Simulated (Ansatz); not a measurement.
Here is an Ansatz 0.2.0 calculation.

Contents of input.yaml:

```yaml
crystal:
  lattice:
    - [0.0, 1.9465, 1.9465]
    - [1.9465, 0.0, 1.9465]
    - [1.9465, 1.9465, 0.0]
  atoms:
    - { symbol: Pd, position: [0.0, 0.0, 0.0] }
kpoints:
  mp_grid: { grid: [9, 9, 9] }
  band_path:
    path:
      - [0.0, 0.0, 0.0]
      - [0.5, 0.0, 0.5]
      - [0.5, 0.25, 0.75]
      - [0.375, 0.375, 0.75]
      - [0.0, 0.0, 0.0]
      - [0.5, 0.5, 0.5]
      - [0.625, 0.25, 0.625]
      - [0.5, 0.25, 0.75]
    npoints: 12
scf:
  occupations: { method: fermi_dirac, width: 0.05 }
hamiltonian:
  xc: lda
  pseudopotentials: { kind: all_electron, lapw: { basis_error: 0.001 } }
magnetization:
  noncollinear: true
  spin_orbit: true
output:
  forces: true
  stress: true
  eigenvalues: true
```

Potentials or basis: all-electron LAPW, relativistic spinors.

The run is started by

```sh
$ ansatz run input.yaml --threads 1 --pin off --max-ram 3072MiB --backend cpu --events-out ev --progress --plain --runs-dir out
```

(1) What does it give for the band gap along the path?

(2) What does it give for the pressure?

Answers

(1) none (metal or under the smearing width).

(2) -8.7 GPa.
